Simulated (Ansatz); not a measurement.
NiO: band structure with PBE

**What was measured.**

From “Local correlations, non-local screening, multiplets, and band formation in NiO”, 2012, arxiv:1210.6675, for a bulk crystal of NiO: band gap 4.3 eV.

Crystal: NiO.

```
Ni O
1.0
     0.00000    2.08590    2.08590
     2.08590    0.00000    2.08590
     2.08590    2.08590    0.00000
Ni O
1 1
Direct
  0.00000 0.00000 0.00000
  0.50000 0.50000 0.50000
```

```
Program             : Ansatz 0.2.0
Task                : band structure
Functional          : PBE
Potentials or basis : all-electron LAPW, scalar-relativistic
Cutoff              : 378 eV (chosen from the basis error)
Basis error allowed : 0.001 eV/atom
k mesh              : 11 × 11 × 11
Occupations         : fermi-dirac, width 0.05 eV
Spin                : collinear spin, ferromagnetic start
Starting moments    : [1.0, 0.0] μB
```

| Quantity | Value |
| --- | --- |
| Pressure | 6.3 GPa |
| Band gap along the path | none (metal or under the smearing width) |
| Net moment | 1.78 μB per cell |
| Absolute moment | 1.78 μB per cell |
| Site moments | Ni +1.48; O +0.29 μB |

Levels at the corners of the path, in eV from the Fermi level:
Spin up:
```csv
point,band 10,band 11,band 12,band 13,band 14,band 15,band 16,band 17,band 18
Γ,-3.04,-3.04,-2.68,-2.68,-2.68,1.49,17.75,18.82,18.82
X,-3.56,-2.87,-2.30,-1.66,-1.66,6.07,10.53,12.17,16.56
W,-2.44,-1.92,-1.92,-1.66,-1.30,8.43,10.63,10.63,13.37
K,-2.64,-1.90,-1.78,-1.54,-1.22,7.73,10.26,10.47,15.77
Γ,-3.04,-3.04,-2.68,-2.68,-2.68,1.49,17.75,18.82,18.82
L,-1.98,-1.98,-1.43,0.26,0.26,5.53,9.95,13.95,13.95
U,-2.64,-1.90,-1.78,-1.54,-1.22,7.73,10.26,10.47,15.77
W,-2.44,-1.92,-1.92,-1.66,-1.30,8.43,10.63,10.63,13.37
```
Spin down:
| point | band 9 | band 10 | band 11 | band 12 | band 13 | band 14 | band 15 | band 16 |
| --- | --- | --- | --- | --- | --- | --- | --- | --- |
| Γ | -2.53 | -1.87 | -1.87 | -1.87 | -0.55 | -0.55 | 1.85 | 17.69 |
| X | -3.90 | -2.87 | -0.77 | -0.77 | -0.11 | 0.44 | 6.53 | 10.90 |
| W | -5.21 | -1.11 | -1.11 | -0.77 | 0.31 | 1.05 | 8.98 | 10.95 |
| K | -4.44 | -1.67 | -0.90 | -0.68 | 0.57 | 1.07 | 8.18 | 10.61 |
| Γ | -2.53 | -1.87 | -1.87 | -1.87 | -0.55 | -0.55 | 1.85 | 17.69 |
| L | -4.84 | -0.96 | -0.96 | -0.59 | 2.29 | 2.29 | 5.71 | 10.48 |
| U | -4.44 | -1.67 | -0.90 | -0.68 | 0.57 | 1.07 | 8.18 | 10.61 |
| W | -5.21 | -1.11 | -1.11 | -0.77 | 0.31 | 1.05 | 8.98 | 10.95 |

Run time: 19 s on 2 threads of Arm Neoverse V1 (shared host), peak memory 0.44 GiB.

Against the measured gap of NiO, 4.3 eV (quoted in “Local correlations, non-local screening, multiplets, and band formation in NiO”, 2012, arxiv:1210.6675), the calculated 0.00 eV is off by -4.30 eV. So large a miss can be the level of theory's own, or it may mean another phase, state or a wrong row. The value is that of PBE, without temperature or zero-point motion. Semilocal functionals fall short of measured gaps as a rule. The run's magnetic order (collinear spin, ferromagnetic start) needn't be the measured crystal's.

Caveat: a cell with one magnetic atom can't hold antiferromagnetic order, which such compounds often take; semilocal functionals often make such compounds metallic where correlation or magnetic order opens a gap, which also shifts bond lengths.
